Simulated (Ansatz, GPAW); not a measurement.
Given: the input of a run of Ansatz 0.2.0 on Hf (Hafnium). 

Contents of input.yaml:

```yaml
crystal:
  lattice:
    - [3.1967, 0.0, 0.0]
    - [-1.59835, 2.7684234083, 0.0]
    - [0.0, 0.0, 5.0578]
  atoms:
    - { symbol: Hf, position: [0.6666666667, 0.3333333333, 0.75] }
    - { symbol: Hf, position: [0.3333333333, 0.6666666667, 0.25] }
hamiltonian:
  xc: pbe
  pseudopotentials: { kind: paw }
kpoints:
  mp_grid: { grid: [10, 10, 5] }
scf:
  occupations: { method: gaussian, width: 0.016 }
output:
  forces: true
  stress: true
  eigenvalues: true
  write_density: true
  write_potential: true
  elf: true
  volumetric_format: npy
```

Potentials or basis: Ansatz PAW.

The run is started by

```console
$ ansatz run input.yaml --threads 2 --pin off --max-ram 5632MiB --backend cpu --events-out ev --progress --plain --runs-dir out
```

Task: What does the same run look like in GPAW 26.7.0 (ASE script)? Potentials or basis there: GPAW PAW data sets (gpaw-data 1.2.1), cutoff 600 eV.

Result: As run (cutoffs and basis follow the program's own potentials, and thresholds, step limits or extra output files can differ):

Contents of run.py:

```python
from ase.dft.bandgap import bandgap
from ase.io import read, write
from ase.units import GPa
from gpaw import GPAW, PW

atoms = read('POSCAR')

calc = GPAW(mode=PW(600),
            xc='PBE',
            kpts={'size': (10, 10, 5), 'gamma': True},
            occupations={'name': 'methfessel-paxton', 'order': 0, 'width': 0.016},
            nbands=24,
            convergence={'density': 1e-05, 'energy': 1e-05},
            maxiter=150,
            txt='gpaw.txt')
atoms.calc = calc
energy = atoms.get_potential_energy()
forces = atoms.get_forces()
stress = atoms.get_stress()
calc.write('gs.gpw')
write('result.traj', atoms)
print(f'Energy: {energy:.6f} eV')
print('Forces (eV/A):')
print(forces.round(4))
print('Stress (GPa):', (stress / GPa).round(3))
print('Fermi level:', round(calc.get_fermi_level(), 4), 'eV')
print(f'Gap: {bandgap(calc)[0]:.4f} eV, direct: {bandgap(calc, direct=True)[0]:.4f} eV')
```

The input POSCAR:

```
Hf
1.0
    3.1967000000      0.0000000000      0.0000000000
   -1.5983500000      2.7684234083      0.0000000000
    0.0000000000      0.0000000000      5.0578000000
Hf
2
Direct
    0.6666666667      0.3333333333      0.7500000000
    0.3333333333      0.6666666667      0.2500000000
```

Potentials or basis: GPAW PAW data sets (gpaw-data 1.2.1), pw.

Run with:

```console
$ OMP_NUM_THREADS=1 python run.py
```

Both were run:

|  | Ansatz | GPAW |
| --- | --- | --- |
| Pressure | 0.6 GPa | 0.9 GPa |

Ansatz's pressure holds a Pulay term of +0.05 GPa for its cutoff of 420 eV, which the other run lacks.

The potentials hold 52 and 24 valence electrons a cell.

Where Ansatz's input types no cutoff or centring, it takes its own default and a Γ-centred mesh.

Pressure is positive in compression.
